## One crystal, five pressures

PBEsol looks out of place among these results for PtSe₂. It is a gradient-corrected functional, as PW91 and BP86 are, and it uses the same atomic datasets. Yet its pressure of 2.8 GPa lies nearer to the two LDA rows, at about zero, than to PW91 at 7.9 GPa. A functional that corrects LDA for density gradients should, it seems, leave LDA behind as the others do.

ABINIT 10.8.3, plane-wave DFT with PAW datasets for PtSe₂ (space group P-3m1) in one fixed cell, without spin polarisation, spin–orbit coupling or dispersion correction. The plane-wave cutoff is 544 eV (1088 eV for the fine grid), the k mesh 8 × 8 × 5 and the Fermi–Dirac smearing 0.05 eV. Pressure and stress are positive in compression.

```tsv
functional	potentials	pressure (GPa)	stress xx (GPa)	stress zz (GPa)
PBEsol	JTH PAW PBE v2.0	2.770	3.340	1.640
BP86	JTH PAW PBE v2.0	8.790	9.540	7.290
LDA-PZ	JTH PAW LDA v2.0	-0.060	0.340	-0.870
LDA-Teter	JTH PAW LDA v2.0	-0.040	0.360	-0.830
PW91	JTH PAW PBE v2.0	7.930	8.650	6.490
```

The cell and the atoms in it are the same in every row, so the table compares opinions about one structure. Positive pressure means that the functional finds the cell too small and would let it expand. The opinions differ by several GPa, which is worth remembering. In a solid with a bulk modulus of 100 GPa, each GPa corresponds to roughly one per cent in volume, so there these would be disagreements of several per cent, and in a softer layered crystal of more.

### The outward push of exchange

LDA treats each small region of the crystal as a piece of uniform electron gas. Gradient-corrected functionals also ask how fast the density changes there. They measure this by the reduced gradient s, which is the density gradient divided by n⁴ᐟ³ and a constant, where n is the density. The exchange energy then reads

E = ∫ n ε(n) F(s) dV,

where ε is the exchange energy per electron of the uniform gas, a negative number, and F is the enhancement factor. LDA sets F = 1 everywhere. In the gradient-corrected functionals F grows with s over the range considered here, so the exchange energy of inhomogeneous regions becomes more negative.

Now let the crystal expand a little. The density thins out where neighbouring atoms overlap, and s as a rule rises there. F rises with it, and the gradient term lowers the energy by more than before. A contribution to the energy that falls on expansion pushes outward. The value of F plays a part too, because the density itself changes, but the slope of F is the usual guide to the size of the push. This is the standard reason why LDA gives small cells and most gradient-corrected functionals give larger ones.

### Why PBEsol pushes so little

Correlation has a gradient correction too, and it works the other way. Where s is large, correlation lowers the energy less than in the uniform gas, so its gradient term resists expansion. The rise in pressure above LDA therefore reflects the difference between an outward push from exchange and an inward pull from correlation.

PBEsol weakens these two parts unequally. Its exchange correction starts as 0.12 s², where that of PW91 and BP86 behaves at moderate s like 0.27 s² with a gradual damping. The strength of its correlation correction is 0.046, against 0.067 for a standard functional of the PBE type. By these coefficients exchange is cut to less than half, but correlation only to about two thirds. Damping softens both cuts at moderate s, yet exchange remains the more strongly reduced. What remains after the cancellation can be much smaller than either cut suggests.

A short estimate shows the size of the effect. Take the mean density of the 22 valence electrons in the cell and let s rise from 0.6 to 0.8. Express the gradient part of correlation as a fraction of the uniform-gas exchange energy, so that it can be added to F. For PW91 a correlation term of the PBE type stands in for the original one. The changes are then

PBEsol: 0.030 (exchange) − 0.024 (correlation) = 0.006

PW91: 0.047 (exchange) − 0.028 (correlation) = 0.019

The ratio is 0.006/0.019, or about 0.3. In the table, PBEsol lies 2.83 GPa above the LDA-PZ row and PW91 lies 7.99 GPa above it, a ratio of 0.35. No pressure from the table enters the estimate, but the step in s was chosen freely.

The agreement should not be pressed, because a crystal has no single value of s. If the same step of 0.2 is moved through the range from s = 0.4 to 1.2, the ratio runs from 0.07 to 0.56. The model brackets the table's value but cannot predict it closely. Its firmer result concerns exchange alone, which gives at least 0.58 anywhere in that range. Exchange by itself would place PBEsol more than halfway from LDA to PW91, and the calculation puts it only about a third of the way.

One weakness of this comparison lies in its zero. The LDA rows use atomic datasets made for LDA, while the other three use datasets made for PBE, so the step between the groups contains a change of dataset. To rescue exchange alone, however, the LDA pressure would have to lie near −4.3 GPa instead of close to zero. The gap of 6.0 GPa between PBEsol and BP86 contains no such change, since the datasets are the same in both rows. Neither functional is PBE itself, however, so each is combined with datasets made for another functional, and the error this brings was not tested.

### The small step from PW91 to BP86

PW91 and BP86 have almost the same exchange at moderate s, and their pressures are correspondingly close. BP86 still lies 0.86 GPa higher, which makes its rise above LDA about 11 % larger than that of PW91. In the model the exchange of BP86 is steeper than that of PW91 by at most 6 %. This small excess weighs more once correlation has been subtracted, and BP86 also has a different correlation functional. The two parts were not calculated separately.

The two LDA rows are a useful control. They are two parametrisations of the same uniform electron gas and contain no gradient term. Their pressures differ by only 0.02 GPa, so a change of formula matters little as long as the physics in it stays the same.

### Zero pressure is not zero stress

The LDA rows invite the conclusion that LDA has found the right structure. The separate stresses say otherwise. In the LDA-PZ row the cell is compressed in the plane of the layers (stress xx = stress yy = 0.34 GPa) and under tension across them (stress zz = −0.87 GPa). The pressure is their mean, (2 × 0.34 − 0.87)/3 = −0.06 GPa, and it is small because the two cancel.

The atoms are not at rest either. Each Se atom feels a force of about 0.3 eV/Å in the LDA rows, and the force grows to nearly 0.8 eV/Å with BP86. Letting the Se atoms move would change the stresses in every row. Spin–orbit coupling, which can matter for an element as heavy as Pt, is also left out, so a pressure near zero is no proof that LDA describes the real crystal well. ABINIT also warns in every row that the PAW spheres overlap, though the overlap is slight.

The step from LDA to a gradient-corrected functional raises the stress in both directions. The rise across the layers is 84 to 89 % of the rise within them, which may surprise in a layered crystal. But the layers of PtSe₂ sit close together. The edges of the cell and the Pt–Se distance place Se atoms on either side of the gap 3.3 Å apart, whereas two Se atoms in mere van der Waals contact would be roughly 3.8 Å apart. Their densities overlap, so the gradient term has something to act on in the gap as well as in the bonds.

The stress across the layers is nevertheless no measure of the force between them. The Pt–Se bonds are inclined to the plane, and with the Se atoms held in place they contribute to this stress too. Dispersion forces, which none of these calculations includes, would add an attraction across the gap and lower the stress there.

Similar stresses do not mean similar changes of shape. Layered crystals are usually much softer across the layers than within them, so a nearly even push opens mainly the gap. This matters when the strain of a film is judged from a calculation. A cell taken over from one functional may already be under a stress of several GPa in the eyes of another, before any substrate or thermal mismatch has acted on it. The unstrained reference therefore has to be relaxed, atoms included, with the same functional and datasets as the strained film. A gradient-corrected functional without dispersion may leave the relaxed gap too wide, so a dispersion correction then belongs in both calculations.

For another functional on the same cell, the first question is how steeply its exchange rises with s, and the second is how much of that rise its correlation takes back. In the estimate above, correlation takes back about four fifths of the rise for PBEsol, but only about three fifths for PW91. Together with its weaker exchange, this is the likely reason why PBEsol stands near LDA.
